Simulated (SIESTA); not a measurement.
GaSb under changes of volume

One of the cells (29.197 Å³/atom); the others are scaled copies at fixed shape and fractional positions:

```
Sb Ga
1.0
     0.00000    3.07926    3.07926
     3.07926    0.00000    3.07926
     3.07926    3.07926    0.00000
Sb Ga
1 1
Direct
  0.75000 0.75000 0.75000
  0.00000 0.00000 0.00000
```

- Program: SIESTA 5.4.2
- Functional: PBEsol
- Potentials or basis: PseudoDojo 0.4 standard (PBEsol files)
- Basis: DZP (energy shift 0.003 Ry; two zetas on semicore shells)
- Grid cutoff: 800 Ry
- Energy shift: 0.003 Ry
- k mesh: 8 × 8 × 8
- Occupations: fermi-dirac, width 0.05 eV
- Spin: no spin polarisation

```tsv
volume (Å³/atom)	energy over the lowest point (meV/atom)	pressure (GPa)	gap on the mesh (eV)
26.907	16.57	3.7	0.52
27.480	5.91	2.3	0.40
28.052	?	?	?
29.197	0.00	-0.9	none
29.770	4.71	-1.8	none
30.342	12.43	-2.5	none
```

**Question.** What does the run at 28.052 Å³/atom give?

**Answer.** Energy over the lowest point 0.01 meV/atom; pressure 1.1 GPa; gap on the mesh 0.24 eV.

Worked out: A Birch-Murnaghan fit of order 3 (a polynomial in V^(-2/3)) to the other rows has its minimum at 28.62 Å³/atom with B0 = V·E''(V) = 50 GPa and B' = 5.8. It gives 0.01 meV/atom at 28.052 Å³/atom, against the run's 0.01, and -dE/dV = 1.1 GPa, against 1.1.

Energies are extrapolated to zero smearing.

Caveats: the basis of atomic orbitals isn't converged, which shifts pressures, moduli and gaps; spin-orbit coupling is left out, which moves the levels of the heavy elements (some runs).

A mesh can miss the band edges.

A gap of «none» marks a metal or a gap under the smearing width.
